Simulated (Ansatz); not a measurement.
A trial structure of TiC was built thus: random cell by space group and Wyckoff sites (Cmmm, No. 65). Its size is a rough estimate.

```
Ti C
1.0
     2.50086   -3.12055    0.00000
     2.50086    3.12055    0.00000
     0.00000    0.00000    5.43550
Ti C
3 3
Direct
  0.21980 0.78020 0.50000
  0.78020 0.21980 0.50000
  0.50000 0.50000 0.50000
  0.00000 0.50000 0.50000
  0.50000 0.00000 0.50000
  0.50000 0.50000 0.00000
```

Computed with DFT PBE, scalar-relativistic, plane waves, PAW (Ansatz). Cutoff 420 eV, Gaussian smearing, Γ-centred meshes. Cell and atoms relax first on a coarse mesh and then on a finer one. In between, the cell is made exact in the group found at 0.06 Å. In metals the finer mesh still leaves noise of several meV/atom or more. The steps can't lower the symmetry of their start. No spin polarisation in the relaxation; trial moments died out in a coarse test.

A guess keeps its type if space group and coordination stay and the shape of the cell changes little (axis ratios within about 15 %, angles within 6°); the volume may change.

**Question.** Will the relaxed cell still be of the starting type?

**Answer.** It doesn't keep its type. The symmetry stays Cmmm (No. 65). The volume per atom grows by 31.7 %, from 14.1 to 18.6 Å³. The shortest distance goes from 1.26 Å (Ti–C) to 1.86 Å (Ti–C). Counting neighbours within 15 % of an atom's shortest distance, the start has C 2, Ti 2/6 and the end C 2, Ti 2. In detail, at the end Ti on a site of symmetry m2m has 2 C at 1.86 Å and 1 Ti at 2.57 Å; Ti on a site of symmetry mmm has 2 C at 1.95 Å; around C on a site of symmetry 2/m lie 2 Ti at 1.86 Å; 1 more site not described.

```xyz
6
Lattice="3.0796 -4.6451 0.0000 3.0796 4.6451 0.0000 0.0000 0.0000 3.9053" Properties=species:S:1:pos:R:3 pbc="T T T"
Ti    3.0796    3.3593    1.9527
Ti    3.0796   -3.3593    1.9527
Ti    3.0796    0.0000    1.9527
C     1.5398    2.3225    1.9527
C     1.5398   -2.3225    1.9527
C     3.0796    0.0000    0.0000
```

The last run used an 8×8×10 mesh (in the run's order of axes) for its 6-atom cell and Gaussian smearing of 0.10 eV. Symmetry constrained the relaxation, so the result can be a saddle point. Another cell of TiC relaxed alike, in Fm-3m, lies 2.43 eV/atom lower, so this cell isn't the stable form at this level.

In counts of neighbours, a slash parts the counts of unlike sites.
